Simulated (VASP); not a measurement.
A run of VASP 6.6.1:

The input INCAR:

```
SYSTEM = H2CO
ALGO = Normal
EDIFF = 1E-6
ENCUT = 520
GGA = PE
ISIF = 2
ISMEAR = -1
IVDW = 12
LASPH = .TRUE.
LCHARG = .FALSE.
LREAL = Auto
LWAVE = .FALSE.
NBANDS = 86
NELM = 100
PREC = Accurate
SIGMA = 0.02
```

Contents of KPOINTS:

```
k-points
0
G
  1 1 1
  0 0 0
```

Contents of POSCAR:

```
H2CO
1.0
    8.4809260000      0.0000000000      0.0000000000
    0.0000000000      8.4809260000      0.0000000000
    0.0000000000      0.0000000000      8.4809260000
O C H
10 10 20
Direct
    0.1684721692      0.4539362801      0.4613882965
    0.2937768824      0.6567325313      0.9347564169
    0.7690905451      0.0746262849      1.0006336572
    0.3704784124      0.9164329461      0.3930938673
    0.6682524998      0.4376290985      0.2718453150
    0.0718317787      0.1045522623      0.1702054705
    0.7026709112      1.0745642634      0.6131405934
    0.3488180418      0.1390767942      0.7858339997
    0.8994772505      0.5971517733      0.1427320554
    0.5672611694      0.7107714417      0.6667550218
    0.2855230667      0.4734152851      0.3821988306
    0.1880926682      0.7305805993      0.8673227428
    0.6760818335      0.1777164428      0.9705190212
    0.4811149160      0.9886774157      0.3485704273
    0.6581946358      0.3488298330      0.3856654332
   -0.0047400484      0.2159905652      0.1297028178
    0.8148048928      0.9926510383      0.6366168034
    0.2449260847      0.1001659489      0.6899718262
    0.8866720450      0.6638897686      0.2723051704
    0.6303556946      0.6373360645      0.7723331155
    0.3272520005      0.5956425041      0.3664812074
    0.3511998572      0.3608804039      0.3224529963
    0.1838124752      0.7072694656      0.7354031859
    0.1147634114      0.8112321697      0.9303936858
    0.6362866508      0.2741445922      1.0479398122
    0.6277380560      0.1889887967      0.8480441876
    0.5790994993      0.9265261836      0.2712203832
    0.4924580170      1.1221062417      0.3803594089
    0.5533004297      0.3321807076      0.4666943209
    0.7512151385      0.2632377644      0.4246116521
   -0.0575998423      0.3228538959      0.1889770056
   -0.0211415593      0.2453859402     -0.0056361770
    0.8507443645      0.9595414463      0.7589501429
    0.8835238039      0.9642697036      0.5232801229
    0.1678118639      0.0081476952      0.7107006947
    0.2225464531      0.1900853751      0.5761045433
    0.9629019284      0.6421468599      0.3726833603
    0.8010563941      0.7697980150      0.2995663445
    0.7536794921      0.6348481286      0.7768019671
    0.5705509045      0.5922466485      0.8795619724
```

Potentials or basis: VASP PAW PBE potentials, release 64 (O, C, H).

Launch:

```sh
$ cat potpaw_PBE.64/O/POTCAR potpaw_PBE.64/C/POTCAR potpaw_PBE.64/H/POTCAR > POTCAR
$ mpirun -np 1 vasp_gam > vasp.out
```

Hardware: 1 thread of AMD EPYC 7R43 64-Core Processor (Zen 3), with other jobs on the host.

Estimate the wall time of this run.

Run time: 110 s on 1 thread of AMD EPYC 7R43 64-Core Processor (Zen 3), with other jobs on the host, peak memory 0.48 GiB. Counts: scf iterations 18, k points 1.
